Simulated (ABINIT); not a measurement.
Runs of ABINIT 10.8.3 (patched build) on CdS (Hawleyite). It takes space group F-43m (No. 216, cubic). The conventional cell has a = 5.833 Å, b = 5.833 Å, c = 5.833 Å, α = 90.00°, β = 90.00°, γ = 90.00°. Cd (site symmetry -43m) is surrounded by 4 S at 2.53 Å. Around S (site symmetry -43m) lie 4 Cd at 2.53 Å. 

| task | level | potentials or basis | k mesh | cutoff (eV) | fine-grid cutoff | gap on the mesh (eV) | pressure (GPa) |
| --- | --- | --- | --- | --- | --- | --- | --- |
| band structure | LDA-PZ | JTH PAW LDA v2.0 | 8 × 8 × 8 | 544 | 1088.46 eV | 0.84 | - |
| band structure | PBEsol | JTH PAW PBE v2.0 | 8 × 8 × 8 | 599 | 1197.3 eV | 0.98 | -0.2 |
| single point | LDA | JTH PAW LDA v2.0 | 5 × 5 × 5 | 544 | 1088.46 eV | 0.84 | - |
| single point | r2SCAN | JTH PAW PBE v2.0 | 5 × 5 × 5 | 653 | 1251.72 eV | (a) | 1.5 |
| band structure | AM05 | JTH PAW PBE v2.0 | 8 × 8 × 8 | 599 | 1197.3 eV | (b) | 0.3 |

Alike in all rows: no spin polarisation; cell as given; smearing fermi-dirac 0.05 eV.

Problem. Fill in the values left out.

Solution. (a) 1.56; (b) 1.10.

Caveats: the PAW data sets were made with another functional, which shifts forces and pressure a little (some runs).

A k mesh can miss the band edges, and the runs leave out spin-orbit coupling on Cd.
